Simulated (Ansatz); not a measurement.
# Cs3B: a trial structure relaxed

Aim: relax Cs3B from this start, anti-ReO3 type (Pm-3m, No. 221), and see where it ends.

Program: Ansatz 0.2.0. Level of theory: DFT PBE, scalar-relativistic, plane waves, PAW. These are calculated values, not measurements.

## 1. The structure to begin with

The structure is cubic, space group Pm-3m (No. 221). Conventional cell: a = 5.651 Å, b = 5.651 Å, c = 5.651 Å, α = 90.00°, β = 90.00°, γ = 90.00°. Cs (site symmetry 4/mmm) is surrounded by 2 B at 2.83 Å. B (site symmetry m-3m) is surrounded by 6 Cs at 2.83 Å.

Coordinates:

```xyz
4
Lattice="5.6509 0.0000 0.0000 0.0000 5.6509 0.0000 0.0000 0.0000 5.6509" Properties=species:S:1:pos:R:3 pbc="T T T"
Cs    2.8254    0.0000    0.0000
Cs    0.0000    2.8254    0.0000
Cs    0.0000    0.0000    2.8254
B     0.0000    0.0000    0.0000
```

(A quick probe on a coarse mesh, which set the mesh and smearing, is not shown.)

## 3. Coarse relaxation

File input.yaml:

```yaml
crystal:
  lattice:
    - [5.6508743659, 0.0, 0.0]
    - [0.0, 5.6508743659, 0.0]
    - [0.0, 0.0, 5.6508743659]
  atoms:
    - { symbol: Cs, position: [0.5, 0.0, 0.0] }
    - { symbol: Cs, position: [0.0, 0.5, 0.0] }
    - { symbol: Cs, position: [0.0, 0.0, 0.5] }
    - { symbol: B, position: [0.0, 0.0, 0.0] }
basis:
  ecutwfc: 420
kpoints:
  mp_grid: { grid: [4, 4, 4] }
hamiltonian:
  xc: pbe
scf:
  occupations: { method: gaussian, width: 0.1 }
  lower_state_search: "off"
output:
  forces: true
  stress: true
  eigenvalues: true
relax:
  adjacent_minimum: "off"
  f_tol: 0.04
  max_steps: 70
  cell: { stress_tol: 0.4 }
```

On the command line:

```bash
$ ansatz run input.yaml --threads 1 --pin off --max-ram 2560MiB --backend cpu --events-out ev --progress --plain --runs-dir out
```

Further runs follow: the relaxation.

**Question.** What will these runs give?

The runs gave:

Formation energies count from the elements, computed with the same settings in runs not shown here.

| quantity | value |
| --- | --- |
| cell | a = 6.803 Å, b = 6.803 Å, c = 6.803 Å, α = 90.00°, β = 90.00°, γ = 90.00° |
| space group | Pm-3m (No. 221) |
| volume | 78.71 Å³/atom |
| gap on the mesh | none (metal) |
| formation energy from the elements | +0.934 eV/atom |

The space group stayed Pm-3m, and from the first guess the volume went from 45.11 to 78.71 Å³/atom. The formation energy of +0.93 eV/atom is positive, so the elements lie lower than this structure; another structure of the compound can lie lower.
